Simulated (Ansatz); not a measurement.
# MgS (F-43m) in Ansatz: further runs

The runs below take MgS through band structure, single point, equation of state, with HSE06.

Program: Ansatz 0.2.0. These are calculated values, not measurements. Logs are shortened: lines on timing, memory, paths and dates and some standing lists are left out, and cuts for length are marked.

## Step 1: The crystal as given

It takes space group F-43m (No. 216, cubic). The conventional cell has a = 5.666 Å, b = 5.666 Å, c = 5.666 Å, α = 90.00°, β = 90.00°, γ = 90.00°. Around S (site symmetry -43m) lie 4 Mg at 2.45 Å. Around Mg (site symmetry -43m) lie 4 S at 2.45 Å.

The cell comes from a database or a generator and needn't be the stable form of this composition.

## Step 2: Band structure, HSE06

File input:

```
crystal:
  lattice:
    - [0.0, 2.8331200468, 2.8331200468]
    - [2.8331200468, 0.0, 2.8331200468]
    - [2.8331200468, 2.8331200468, 0.0]
  atoms:
    - { symbol: S, position: [0.25, 0.25, 0.25] }
    - { symbol: Mg, position: [0.0, 0.0, 0.0] }
hamiltonian:
  xc: hse06
  pseudopotentials: { kind: paw }
kpoints:
  mp_grid: { grid: [6, 6, 6] }
  band_path:
    path:
      - [[0.0, 0.0, 0.0], [0.5, 0.0, 0.5], [0.5, 0.25, 0.75], [0.375, 0.375, 0.75], [0.0, 0.0, 0.0], [0.5, 0.5, 0.5], [0.625, 0.25, 0.625], [0.5, 0.25, 0.75], [0.5, 0.5, 0.5], [0.375, 0.375, 0.75]]
      - [[0.625, 0.25, 0.625], [0.5, 0.0, 0.5]]
    npoints: 4
scf:
  occupations: { method: fermi_dirac, width: 0.05 }
  n_extra_bands: 6
output:
  forces: true
  stress: true
  eigenvalues: true
  fatbands: false
```

Potentials or basis: Ansatz PAW.

What it wrote:

```text
Warning: output.stress: scf.convergence.dr2_threshold = 1e-7 eV (the SCF's general default) is looser than the 2e-10 eV advised for a printed stress (1e-10 eV for each atom of the cell: 2). What an SCF threshold leaves in a stress goes as its square root, and in the free energy as the threshold itself, and one threshold admits the most on a small cell: of the crystals measured, under no hybrid functional and no lock of the moments, on runs that ended without the residual-converged pass, on stresses that held no estimate of that error, the worst erred by over 100 MPa in a component at 1e-7 eV an atom and by under 5 at 1e-10. Set scf.convergence.dr2_threshold to 2e-10 eV or tighter. The threshold is an SCF's pass mark: one that does not reach it within its budget of iterations ends unconverged, or closes short of it on a stop that the run arms, and scf.convergence.dr2_threshold's page says what that costs each kind of run
Warning: output.stress: scf.exx.energy_threshold = 1e-6 eV is looser than the 2e-8 eV advised for a stress under a hybrid functional (1e-8 eV for each atom of the cell: 2). Every SCF of the exchange loop can meet its threshold on dr2 while the loop round them stops early: no threshold on dr2 bounds what that leaves in the stress. Set scf.exx.energy_threshold to 2e-8 eV or tighter. The threshold is the loop's pass mark: a loop that does not reach it within its budget of cycles ends unconverged, and scf.exx.energy_threshold's page has the law
scf.n_extra_bands = 6 over 8 filled bands (N_el = 16.0): the run solves 14 bands
GPUs: using 1 of 1 available (devices: 1).
Engine: ansatz 0.2.0, x86_64-unknown-linux-gnu
Pseudopotentials: kind: paw
Pseudopotential: S, paw, valence charge 6, recommended cutoff 420 eV (normal), S.paw.azcp
Pseudopotential: Mg, paw, valence charge 10, recommended cutoff 420 eV (normal), Mg.paw.azcp
Functional definition: HSE06
  parameter a = 0.25
  parameter omega = 0.11/bohr
  exchange = pbe_x - a*pbe_x_sr(omega) + a*exact_x_sr(omega)
  correlation = pbe_c
device memory: the entry about to start is reckoned to put 0.4 GiB on a device that reports 64.0 GiB free (of which the cap on the GPU budget leaves the run 18.0 GiB)
GPU FFT provider: cuFFT
GPU libraries: cuBLAS 13.8.2, cuFFT 12.4.0, cuSOLVER 12.3.4
Crystal: 2 atoms, lattice volume = 45.480 Å³
Basis set: ecut = 420 eV, 893 PW (Γ), exchange–correlation on 54×54×54 points (8 copies of the dense FFT grid, shifted against one another)
Bands: 14, of which v1, the nominal top of the filled ones, is band 8 counted from 1 (7 counted from 0)
Symmetry: 24 space group operations
Space group: F-43m (ITA 216), of the structure as read, at distance tolerance 3.6e-5 Å
k-points: 16 of 216 (time reversal used)
Non-local potential: S, projectors of the file, l = 0: 2, l = 1: 2, l = 2: 2
Non-local potential: Mg, projectors of the file, l = 0: 3, l = 1: 2, l = 2: 1
PAW form: soft (Blöchl's): semilocal exchange-correlation on the pseudo side does not see the compensation charge
PAW frozen core: S, regenerated for the run's functional, and the local potential with it (the file was generated under x = pbe(κ = 0.804, μ = 0.2195149727645171), c = pbe(β = 0.06672455060314922))
PAW frozen core: Mg, regenerated for the run's functional, and the local potential with it (the file was generated under x = pbe(κ = 0.804, μ = 0.2195149727645171), c = pbe(β = 0.06672455060314922))
PAW one-centre angular grid: S, 110 points (default); XC on 64 Gauss nodes
PAW one-centre angular grid: Mg, 110 points (default); XC on 96 Gauss nodes
Initial density: superposition of atomic densities (neutral atoms: chi_scale 0, normalization atom), corrected by the library's trained network
Initial wavefunctions: pseudopotential atomic-orbital guess
GPU buffer pool allocated for 19683 grid points (all kernels)
GPU transforms: local potential and band sums: pruned to the plane-wave sphere, on 25×27×27
Functional: x = pbe(κ = 0.804, μ = 0.2195149727645171), c = pbe(β = 0.06672455060314922), warm-up for x = pbe(κ = 0.804, μ = 0.2195149727645171) + 0.25 (exact − pbe) at short range (hse, ω = 0.20786987370883472 Å⁻¹), c = pbe(β = 0.06672455060314922); HSE06 as pw.x's `hse` composes it (authors' and Libxc's form: `xc: wpbeh`)
SCF iter   1: F=—  HF=-2828.715225 eV  |F-HF|=—  |Δ(HF+E_count)|=         —  Δρ=6.35e-4  dr2=2.49e-4  ethr=1.77e-3  ⟨swp⟩=2.0  Hψ=1657  notcnv=0
preconditioner: auto → none  [insulator: Δε(μ)=3.443 eV  Ē_g=12.564 eV  σ=0.050 eV  W_gap=1.00  n_scr=14 (ndim 8)  ℏωp=15.6 eV  f_vac=0.016  D(μ)=0.00/eV (n_scr^D=0)]
iter 2 solved again at ethr=8.15e-8 eV; its pass at ethr=1.55e-6 eV (dr2=1.30e-5 eV) is discarded
SCF iter   2: F=-2828.715035 eV  HF=-2828.715019 eV  |F-HF|=1.60e-5  |Δ(HF+E_count)|=   2.06e-4  Δρ=1.97e-4  dr2=1.30e-5  ethr=8.15e-8  ⟨swp⟩=2.1  Hψ=837  notcnv=0
SCF 1 stopped early in 2 iterations: F = -2828.715035 eV  dr2 = 1.30e-5
device memory: the entry about to start is reckoned to put 1.1 GiB on a device that reports 63.9 GiB free (of which the cap on the GPU budget leaves the run 18.0 GiB)
GPU FFT provider: cuFFT
GPU libraries: cuBLAS 13.8.2, cuFFT 12.4.0, cuSOLVER 12.3.4
Initial density: handed on by an earlier stage of this run
Initial wavefunctions: those handed on with the density
GPU buffer pool allocated for 19683 grid points (all kernels)
GPU transforms: local potential and band sums: pruned to the plane-wave sphere, on 25×27×27
Functional: x = pbe(κ = 0.804, μ = 0.2195149727645171) + 0.25 (exact − pbe) at short range (hse, ω = 0.20786987370883472 Å⁻¹), c = pbe(β = 0.06672455060314922); HSE06 as pw.x's `hse` composes it (authors' and Libxc's form: `xc: wpbeh`)
Exchange kernel: α = 0.2500, screened, ω = 0.2079 Å⁻¹, Wigner–Seitz truncation, v(0) = 1046.6410 eV·Å³, q-mesh 6×6×6, nearest image of the exchange supercell L = 24.04 Å, pair-density grid 15×15×15, without the augmentation charges, whose exchange is taken in its separable form by FFT convolution over the k-point mesh (sized by the pseudopotential files, 24×24×24 at the most), smooth part of the exact exchange by density-matrix convolution in up to 2.05 GiB of GPU memory as planned if the GPU has room (build and FFT work areas not counted)
Frozen-core exchange: fock
SCF iter   1: F=—  HF=-2829.724891 eV  |F-HF|=—  |Δ(HF+E_count)|=         —  Δρ=3.58e-3  dr2=3.07e-3  ethr=8.12e-7  ⟨swp⟩=8.6  Hψ=1145  notcnv=0
preconditioner: auto → none  [insulator: Δε(μ)=4.473 eV  Ē_g=14.216 eV  σ=0.050 eV  W_gap=1.00  n_scr=14 (ndim 8)  ℏωp=15.6 eV  f_vac=0.021  D(μ)=0.00/eV (n_scr^D=0)]
SCF iter   2: F=—  HF=-2829.723219 eV  |F-HF|=—  |Δ(HF+E_count)|=   1.67e-3  Δρ=1.36e-3  dr2=7.70e-4  ethr=8.12e-7  ⟨swp⟩=3.0  Hψ=480  notcnv=0
SCF iter   3: F=—  HF=-2829.723051 eV  |F-HF|=—  |Δ(HF+E_count)|=   1.67e-4  Δρ=1.68e-4  dr2=2.17e-4  ethr=8.12e-7  ⟨swp⟩=3.0  Hψ=479  notcnv=0
SCF iter   4: F=—  HF=-2829.725272 eV  |F-HF|=—  |Δ(HF+E_count)|=   2.22e-3  Δρ=3.26e-4  dr2=3.29e-5  ethr=5.42e-8  ⟨swp⟩=4.3  Hψ=801  notcnv=0
SCF iter   5: F=—  HF=-2829.725258 eV  |F-HF|=—  |Δ(HF+E_count)|=   1.44e-5  Δρ=4.51e-5  dr2=2.63e-6  ethr=5.42e-8  ⟨swp⟩=3.0  Hψ=480  notcnv=0
SCF iter   6: F=-2829.725275 eV  HF=-2829.725275 eV  |F-HF|=1.33e-7  |Δ(HF+E_count)|=   1.76e-5  Δρ=3.52e-5  dr2=5.04e-7  ethr=5.04e-9  ⟨swp⟩=4.2  Hψ=547  notcnv=0
SCF 2 stopped early in 6 iterations: F = -2829.725275 eV  dr2 = 5.04e-7
hybrid outer 1: dexx = +2.202e-3 eV, tail = 2.07e-5 eV
GPU FFT provider: cuFFT
GPU libraries: cuBLAS 13.8.2, cuFFT 12.4.0, cuSOLVER 12.3.4
GPU buffer pool allocated for 19683 grid points (all kernels)
GPU transforms: local potential and band sums: pruned to the plane-wave sphere, on 25×27×27
Exchange kernel: α = 0.2500, screened, ω = 0.2079 Å⁻¹, Wigner–Seitz truncation, v(0) = 1046.6410 eV·Å³, q-mesh 6×6×6, nearest image of the exchange supercell L = 24.04 Å, pair-density grid 15×15×15, without the augmentation charges, whose exchange is taken in its separable form by FFT convolution over the k-point mesh (sized by the pseudopotential files, 24×24×24 at the most), smooth part of the exact exchange by density-matrix convolution in up to 2.05 GiB of GPU memory as planned if the GPU has room (build and FFT work areas not counted)
Frozen-core exchange: fock
SCF iter   1: F=—  HF=-2829.725205 eV  |F-HF|=—  |Δ(HF+E_count)|=         —  Δρ=2.89e-5  dr2=3.28e-7  ethr=6.47e-7  ⟨swp⟩=3.0  Hψ=464  notcnv=0
preconditioner: auto → none  [insulator: Δε(μ)=4.515 eV  Ē_g=14.222 eV  σ=0.050 eV  W_gap=1.00  n_scr=14 (ndim 8)  ℏωp=15.6 eV  f_vac=0.025  D(μ)=0.00/eV (n_scr^D=0)]
SCF iter   2: F=—  HF=-2829.725205 eV  |F-HF|=—  |Δ(HF+E_count)|=   8.22e-8  Δρ=9.57e-6  dr2=2.50e-8  ethr=1.93e-9  ⟨swp⟩=3.9  Hψ=506  notcnv=0
SCF iter   3: F=-2829.725205 eV  HF=-2829.725205 eV  |F-HF|=6.12e-9  |Δ(HF+E_count)|=   8.95e-8  Δρ=3.79e-6  dr2=4.17e-9  ethr=7.47e-11  ⟨swp⟩=4.6  Hψ=671  notcnv=0  defer=1
SCF 3 converged in 3 iterations: F = -2829.725205 eV  dr2 = 4.17e-9
  Residual-converged pass: ⟨swp⟩=2.0  Hψ=340  notcnv=0  max |occ|·‖R‖ = 2.4e-6 eV (tolerance 2.4e-6 eV)  dr2=4.18e-9  dr2_onsite=3.32e-9  max |Δocc| = 0.0e0
hybrid outer 2: dexx = +7.765e-8 eV, tail = 2.18e-8 eV, Δε = 1.34e-3 eV (about 8.84e-5 eV left of the loop's levels)
device memory: the entry about to start is reckoned to put 0.3 GiB on a device that reports 63.8 GiB free (of which the cap on the GPU budget leaves the run 18.0 GiB)
NSCF: frozen V_eff on 42 k-points, pencils in batches of 32, up to order 64
hybrid SCF converged: 2 outer / 9 inner (+2 warm-up), last move |dexx| = 7.76e-8 eV, tail = 2.18e-8 eV
Stability not checked: this state was not tested for a lower state beside it, because the functional holds exact exchange (a hybrid, or Hartree-Fock), whose exchange loop this test does not read (fock_operator; see scf.lower_state_search)
Free energy (F): -2829.725205 eV
Frozen-core exchange: fock
Harris-Foulkes:  -2829.725205 eV  (|F-HF|=6.12e-9)
Internal energy: -2829.725205 eV  (E = F + TS)
E sigma→0 (E₀):  -2829.725205 eV
Fermi energy:    4.686278 eV
--- Per-component energies (eV) ---
  E_band       = -412.105994
  E_kinetic    = 183.969920
  E_local      = -1885.184061  (includes V_loc(G=0)·N_el)
  E_nonlocal   = 122.811843
  E_hartree    = 683.758660
  E_xc         = -102.510117
  E_vxc        = -101.543867  (∫ρ·V_xc dr)
  E_exx        = -62.932333  (= α·E_x^exact, valence–valence)
  E_paw        = -854.928738  (= ΣΔE_a)
  E_vpaw       = 26.185268  (= ΣTr[D̂ρ^β])
  E_aug_tail   = -0.000003  (compensation charges beyond the density's cutoff)
  E_ewald      = -914.582148
  E_core_change = -0.128230  (= ΣΔE_core)
  E_smearing   = -0.000000  (= −TS)
  E_closure    = 0.000000  (closes the sum)
  Σ components = -2829.725205   (vs F -2829.725205, Δ=4.55e-13)
--- Forces (eV/Å), atoms counted from 1 ---
  atom   1  S     -0.00000000     0.00000000    -0.00000000
  atom   2  Mg     0.00000000    -0.00000000    -0.00000000
  max |Σ_I F_I| component: 1.16e-16 eV/Å
--- Stress (GPa, compression-positive) ---
       -0.102362       0.000000      -0.000000
        0.000000      -0.102362       0.000000
       -0.000000       0.000000      -0.102362
  P = ⅓ Tr σ = -0.1024 GPa (-1.024 kbar)
--- Band table (eV; the first three rows and the last of 16) ---
  k-point 0: bands = ["-76.2153", "-41.1099", "-41.1099", "-41.1099", "-10.0288", "2.3824", "2.3824", "2.3824", "6.8975", "11.5741", "11.5741", "11.5741", "14.5396", "14.5396"]
  k-point 1: bands = ["-76.2153", "-41.1108", "-41.1101", "-41.1101", "-9.8618", "1.2703", "2.2856", "2.2856", "7.9214", "11.3095", "11.8390", "11.8390", "13.9095", "13.9095"]
  k-point 2: bands = ["-76.2152", "-41.1124", "-41.1104", "-41.1104", "-9.4889", "-0.3193", "2.1081", "2.1081", "8.6497", "11.5224", "11.5224", "11.7960", "14.9293", "14.9293"]
  k-point 15: bands = ["-76.2151", "-41.1128", "-41.1117", "-41.1114", "-9.0267", "-0.3186", "0.7068", "1.0418", "8.3846", "10.4142", "13.0686", "13.1211", "16.4084", "17.6885"]
```

Wall time 44 s (1 × NVIDIA H100 80GB HBM3 with 2 threads of AMD EPYC 7R13 (Zen 3), shared host); peak memory 2 GiB.

Results:

| Quantity | Value |
| --- | --- |
| Free energy | -2829.7252 eV |
| Pressure | -0.1 GPa |
| Band gap on the k mesh | 4.52 eV, direct |
| Band gap along the path | 4.52 eV, direct |

Levels at the corners of the path, in eV from the valence-band top:
```
point  band 6  band 7  band 8  band 9  band 10  band 11
    Γ    0.00    0.00    0.00    4.52     9.19     9.19
    X   -3.04   -1.12   -1.12    4.86     6.77    12.63
    W   -2.47   -1.98   -1.41    6.58     9.26     9.37
    K   -2.67   -2.01   -0.88    5.87     8.17    10.93
    Γ    0.00    0.00    0.00    4.52     9.19     9.19
    L   -3.38   -0.36   -0.36    6.24     8.83     8.83
    U   -2.67   -2.01   -0.88    5.87     8.17    10.93
    W   -2.47   -1.98   -1.41    6.58     9.26     9.37
    L   -3.38   -0.36   -0.36    6.24     8.83     8.83
    K   -2.67   -2.01   -0.88    5.87     8.17    10.93
    U   -2.67   -2.01   -0.88    5.87     8.17    10.93
    X   -3.04   -1.12   -1.12    4.86     6.77    12.63
```

Caveat: the PAW data sets come from PBE, with cores solved anew for the run's functional, which leaves a small shift of forces and pressure; the thresholds are loose for stress.

(Part 1 of 2 ends here.)
